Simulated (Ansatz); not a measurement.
A relaxed cell of BN is given with its symmetry left out. The cell was found from a structure generator's guess, not taken from experiment.

Computed with DFT PBE, scalar-relativistic, plane waves, PAW (Ansatz 0.2.0). Cutoff 420 eV, Γ-centred mesh, Gaussian smearing, no spin polarisation.

```
CELL_PARAMETERS angstrom
0.00000 2.48754 3.88400
1.22056 0.00000 3.88400
1.22056 2.48754 0.00000
ATOMIC_POSITIONS crystal
B 0.18819 0.18819 0.81181
B 0.43819 0.43819 0.06181
N 0.81181 0.81181 0.18819
N 0.06181 0.06181 0.43819
```

Formation energies are uncorrected and refer to the elements' standard structures at the same level (N₂ as a molecule).

(1) Find its symmetry and describe it.

(2) What is its formation energy per atom?

(3) Is it a metal?

(4) From what recipe could a structure generator have reached it?

Results:

(1) Fdd2 (No. 43). Conventional cell: a = 2.441 Å, b = 4.975 Å, c = 7.768 Å. Around B lie 2 N at 1.55 Å and 2 N at 1.70 Å; N is surrounded by 2 B at 1.55 Å and 2 B at 1.70 Å.

(2) −0.269 eV/atom.

(3) No, the gap on the 10×10×10 mesh is 4.16 eV.

(4) One such recipe: 4-connected net, two elements alternating (Fdd2, No. 43). Other recipes can lead to the same cell.

The last run used a 10×10×10 mesh for its 4-atom cell and Gaussian smearing of 0.02 eV. Kohn–Sham gaps at this level usually fall short of measured ones. A structure relaxed within its symmetry needn't be a true minimum. Another cell of BN relaxed alike, in F-43m, lies 0.90 eV/atom lower, so this cell isn't the stable form at this level.
